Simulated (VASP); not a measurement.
# Be8Te7 (a cell with a defect): single point with LDA

The system is Be8Te7 (a cell with a defect).

```
Be Te
1.0
     0.00000    5.58638    5.58638
     5.58638    0.00000    5.58638
     5.58638    5.58638    0.00000
Be Te
8 7
Direct
  0.98958 0.04670 0.01630
  0.02778 0.97351 0.52901
  0.01535 0.46183 0.00896
  0.98539 0.51600 0.48685
  0.45324 0.88302 0.95451
  0.51481 0.04635 0.49122
  0.44436 0.62586 0.94573
  0.50821 0.46156 0.51554
  0.17368 0.09259 0.15588
  0.13059 0.14260 0.63211
  0.07413 0.66531 0.11392
  0.13048 0.60288 0.63142
  0.65086 0.34274 0.15291
  0.65471 0.09239 0.67497
  0.61248 0.66503 0.57553
```

```
Program                : VASP 6.6.1
Task                   : single point
Functional             : LDA
Potentials or basis    : VASP PAW LDA potentials, release 64 (Be, Te)
Cutoff                 : 520 eV
k mesh                 : 2 × 2 × 2
Occupations            : methfessel-paxton, width 0.0951 eV
Spin                   : no spin polarisation
Dipole correction      : no
Further INCAR settings : ALGO = Normal; EDIFF = 1e-07; NBANDS = 42
```

| Item | Value |
| --- | --- |
| Pressure | -2.3 GPa |
| Largest force | 0.055 eV/Å |
| Band gap on the k mesh | 0.75 eV, indirect (least direct gap 0.84 eV) |

Forces in eV/Å, atoms in the order of the input:
```
Be   0.018 -0.032 -0.020
Be  -0.002  0.009 -0.002
Be   0.015 -0.022 -0.019
Be   0.004 -0.003  0.004
Be  -0.039 -0.003 -0.038
Be  -0.020 -0.033  0.018
Be   0.019 -0.007  0.019
Be  -0.023 -0.024  0.015
Te   0.013  0.004  0.017
Te   0.007  0.022  0.007
Te  -0.023  0.004  0.014
Te  -0.001  0.024 -0.002
Te  -0.001  0.048 -0.002
Te   0.017  0.006  0.012
Te   0.015  0.005 -0.023
```

Stress tensor (GPa, compression positive):
```
-3.12 -0.32 -0.82
-0.32 -0.83 -0.31
-0.82 -0.31 -3.09
```

Levels at points of the mesh, in eV from the valence-band top:
| k point | band 27 | band 28 | band 29 | band 30 | band 31 | band 32 |
| --- | --- | --- | --- | --- | --- | --- |
| (0.00, 0.00, 0.00) | -0.97 | -0.88 | -0.27 | 0.75 | 1.35 | 1.82 |
| (0.50, 0.00, 0.00) | -1.42 | -1.33 | -0.43 | 1.02 | 1.41 | 1.75 |
| (0.00, 0.50, 0.00) | -1.43 | -0.96 | -0.59 | 1.54 | 1.67 | 1.97 |
| (0.00, 0.00, 0.50) | -1.42 | -1.32 | -0.43 | 1.02 | 1.41 | 1.75 |
| (0.50, 0.50, 0.50) | -1.63 | -1.00 | 0.00 | 0.84 | 1.63 | 1.98 |
| (0.50, 0.50, 0.00) | -1.80 | -1.29 | 0.00 | 1.14 | 1.51 | 2.19 |
| (0.00, 0.50, 0.50) | -1.80 | -1.29 | 0.00 | 1.14 | 1.51 | 2.19 |
| (0.50, 0.00, 0.50) | -1.73 | -1.12 | -0.69 | 1.50 | 1.67 | 1.67 |

It took 81 s on 1 thread of Intel(R) Xeon(R) 6975P-C (Granite Rapids), with other jobs on the host, peak memory 0.4 GiB.

Caveat: the k mesh is coarse (spacing up to 0.49 Å⁻¹), so the values aren't converged; spin-orbit coupling is left out, which moves the levels of the heavy elements.
